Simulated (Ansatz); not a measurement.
# Mo: the cost of one run

Program: Ansatz 0.2.0. Level of theory: DFT PBE, scalar-relativistic, plane waves, PAW. These are calculated values, not measurements.

2 further runs of the same task are left out: 2 set aside as unsound or not needed.

## Step 1: The starting structure

Symmetry: Im-3m, No. 229, cubic system. The conventional cell has a = 3.161 Å, b = 3.161 Å, c = 3.161 Å, α = 90.00°, β = 90.00°, γ = 90.00°. Around Mo (site symmetry m-3m) lie 8 Mo at 2.74 Å.

As a file:

```
Mo
1.0
     3.16060    0.00000    0.00000
     0.00000    3.16060    0.00000
     0.00000    0.00000    3.16060
Mo
2
Cartesian
  0.0000 0.0000 0.0000
  1.5803 1.5803 1.5803
```

It goes back to an entry of the Materials Project.

## Step 2: Zero strain

The input, input.yaml:

```yaml
crystal:
  lattice:
    - [3.1606021857, 0.0, 0.0]
    - [0.0, 3.1606021857, 0.0]
    - [0.0, 0.0, 3.1606021857]
  atoms:
    - { symbol: Mo, position: [0.0, 0.0, 0.0] }
    - { symbol: Mo, position: [0.5, 0.5, 0.5] }
basis:
  ecutwfc: 420
kpoints:
  mp_grid: { grid: [16, 16, 16] }
hamiltonian:
  xc: pbe
scf:
  occupations: { method: gaussian, width: 0.1 }
output:
  forces: true
  stress: true
  eigenvalues: true
```

On the command line:

```console
> ansatz run input.yaml --threads 1 --pin off --max-ram 2560MiB --backend cpu --events-out ev --progress --plain --runs-dir out
```

**Question.** How long does this run take on 1 thread of Arm Neoverse V2, shared host, and how much memory does it need?

About 4.3 s, with a peak of 0.34 GiB.
